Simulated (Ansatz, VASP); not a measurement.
## Hf in VASP and in Ansatz

Contents of INCAR:

```
SYSTEM = Hf
PREC = Accurate
ENCUT = 520
EDIFF = 1E-7
ISMEAR = -1
SIGMA = 0.03
LREAL = .FALSE.
LASPH = .TRUE.
NELM = 100
ALGO = Fast
ISIF = 2
LWAVE = .FALSE.
LCHARG = .FALSE.
GGA = PE
NBANDS = 11
```

KPOINTS

```
regular mesh
0
G
  16 16 16
  0 0 0
```

File POSCAR:

```
Hf
1.0
    0.0222000000      2.2311000000      2.2311000000
    2.2311000000      0.0222000000      2.2311000000
    2.2311000000      2.2311000000      0.0222000000
Hf
1
Direct
    0.0000000000      0.0000000000      0.0000000000
```

Input for Ansatz:

```yaml
crystal:
  lattice:
    - [0.0222, 2.2311, 2.2311]
    - [2.2311, 0.0222, 2.2311]
    - [2.2311, 2.2311, 0.0222]
  atoms:
    - { symbol: Hf, position: [0.0, 0.0, 0.0] }
kpoints:
  mp_grid: { grid: [16, 16, 16] }
scf:
  occupations: { method: fermi_dirac, width: 0.03 }
hamiltonian:
  xc: pbe
  pseudopotentials: { kind: all_electron, lapw: { basis_error: 0.00025 } }
output:
  forces: true
  stress: true
  eigenvalues: true
```

Change from the starting cell: equal xy, yz and zx shear strains of +1 %.

Alike in both runs: task single point; functional PBE; k mesh 16 × 16 × 16; occupations fermi-dirac, width 0.03 eV; no spin polarisation.

|  | VASP | Ansatz |
| --- | --- | --- |
| version | VASP 6.6.1 | Ansatz 0.2.0 |
| potentials or method | VASP PAW PBE potentials, release 64 (Hf_pv) | all-electron LAPW, scalar-relativistic |
| plane-wave cutoff (eV) | 520 | see its input |

|  | VASP | Ansatz | Ansatz less VASP |
| --- | --- | --- | --- |
| pressure (GPa) | 2.7 | 3.2 | +0.48 |
| largest component of the traceless stress (GPa) | 0.62 | 0.62 | +0.001 |

Ansatz ran all-electron here, so the differences hold the error of VASP's frozen core and of both bases.

The runs have no spin-orbit coupling, so splittings on Hf are missing.
